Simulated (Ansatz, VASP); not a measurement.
**One calculation of Rh, two programs**

INCAR

```
SYSTEM = Rh
ALGO = Normal
EDIFF = 1E-6
EDIFFG = -0.005
ENCUT = 600
GGA = PE
IBRION = 2
ISIF = 3
ISMEAR = 0
IVDW = 12
LASPH = .TRUE.
LCHARG = .FALSE.
LREAL = .FALSE.
LWAVE = .FALSE.
NELM = 60
NSW = 100
PREC = Accurate
SIGMA = 0.1
```

Contents of KPOINTS:

```
k-points
0
G
  18 18 18
  0 0 0
```

File POSCAR:

```
Rh
1.0
    0.0000000000      1.8978500000      1.8978500000
    1.8978500000      0.0000000000      1.8978500000
    1.8978500000      1.8978500000      0.0000000000
Rh
1
Direct
    0.0000000000      0.0000000000      0.0000000000
```

Input for Ansatz:

```yaml
crystal:
  lattice:
    - [0.0, 1.89785, 1.89785]
    - [1.89785, 0.0, 1.89785]
    - [1.89785, 1.89785, 0.0]
  atoms:
    - { symbol: Rh, position: [0.0, 0.0, 0.0] }
basis:
  ecutwfc: 420
kpoints:
  mp_grid: { grid: [18, 18, 18] }
hamiltonian:
  xc: pbe
  dispersion: d3bj
scf:
  occupations: { method: gaussian, width: 0.1 }
output:
  forces: true
  stress: true
  eigenvalues: true
  write_density: true
  write_potential: true
  elf: true
  volumetric_format: npy
relax:
  adjacent_minimum: "off"
  f_tol: 0.005
  max_steps: 80
  cell: { stress_tol: 0.05 }
```

Alike in both runs: task relaxation of cell and atoms; functional PBE; dispersion D3(BJ); k mesh 18 × 18 × 18; occupations gaussian, width 0.1 eV; no spin polarisation.

```csv
,VASP,Ansatz
version,VASP 6.6.1,Ansatz 0.2.0
potentials or method,"VASP PAW PBE potentials, release 64 (Rh_pv)","scalar-relativistic, plane waves, PAW"
plane-wave cutoff (eV),600,420
valence electrons in the cell,15,17
```

Ansatz gave:

```
gap on the k mesh at the Fermi level, each at its own relaxed structure (eV) : none
relaxed volume (Å³/atom)                                                     : 13.65
relaxed cell length with the largest relative difference (Å)                 : 2.682
```

Question: Which values does VASP return?

Answer: gap on the k mesh at the Fermi level, each at its own relaxed structure (eV): none; relaxed volume (Å³/atom): 13.64; relaxed cell length with the largest relative difference (Å): 2.682.

A gap of «none» marks a metal or a gap that the smearing closes. The two sets of potentials don't hold the same shells in valence.

Caveats: pairwise dispersion overbinds metals, which lowers pressure and volume.
